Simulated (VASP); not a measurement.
Here is a VASP 6.6.1 calculation.

INCAR

```
SYSTEM = TePb
PREC = Accurate
ENCUT = 520
EDIFF = 1E-7
ISMEAR = -1
SIGMA = 0.05
LREAL = .FALSE.
LASPH = .TRUE.
NELM = 100
ALGO = Normal
ISIF = 2
LWAVE = .FALSE.
LCHARG = .FALSE.
GGA = PS
NBANDS = 17
```

File KPOINTS:

```
regular mesh
0
G
  7 7 7
  0 0 0
```

POSCAR

```
TePb
1.0
    0.0000000000      3.2310000000      3.2310000000
    3.2310000000      0.0000000000      3.2310000000
    3.2310000000      3.2310000000      0.0000000000
Pb Te
1 1
Direct
    0.0000000000      0.0000000000      0.0000000000
    0.5000000000      0.5000000000      0.5000000000
```

Potentials or basis: VASP PAW PBE potentials, release 64 (Pb_d, Te).

Launch:

```sh
$ cat potpaw_PBE.64/Pb_d/POTCAR potpaw_PBE.64/Te/POTCAR > POTCAR
$ mpirun -np 1 vasp_std > vasp.out
```

(1) What does it give for the pressure?

## Answers

(1) -0.4 GPa.

Caveat: the PAW data sets were made with another functional, which shifts forces and pressure a little.
